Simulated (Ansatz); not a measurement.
Strain response of GaN

Method: DFT r2SCAN, scalar-relativistic, plane waves, PAW in Ansatz 0.2.0. Run with 500 eV cutoff, 12×12×6 k-mesh, Gaussian smearing of 0.02 eV, no spin polarisation.

The relaxed crystal:

```xyz
4
Lattice="3.1831 0.0000 0.0000 -1.5915 2.7566 0.0000 0.0000 0.0000 5.1836" Properties=species:S:1:pos:R:3 pbc="T T T"
Ga    1.5915    0.9189    2.5872
Ga    0.0000    1.8378    5.1790
N     1.5915    0.9189    4.5403
N     0.0000    1.8378    1.9485
```

Deformation: biaxial strain in the a-b plane, with the length and tilt of c and the atoms relaxed, all within the symmetry that the strain leaves. Energies are extrapolated to zero smearing. Stress is positive in compression, on the Cartesian axes of the cell above. Gaps are generalised Kohn–Sham gaps over the whole zone.

```tsv
strain (%)	ΔE (meV/atom)	a (Å)	b (Å)	c (Å)	σxx (GPa)	σyy (GPa)	σzz (GPa)	gap (eV)
-6.0	129.8	2.992	2.992	5.336	33.24	33.24	0.00	2.31
-4.0	55.6	3.056	3.056	5.284	20.77	20.77	0.00	2.42
-2.0	13.4	3.119	3.119	5.233	9.70	9.70	0.00	2.42
+0.0	0.0	3.183	3.183	5.184	0.00	0.00	0.00	2.35
+2.0	12.2	3.247	3.247	5.135	-8.33	-8.33	0.00	2.10
+4.0	46.7	3.310	3.310	5.087	-15.33	-15.33	0.00	1.82
+6.0	100.0	3.374	3.374	5.038	-21.05	-21.05	0.00	1.55
```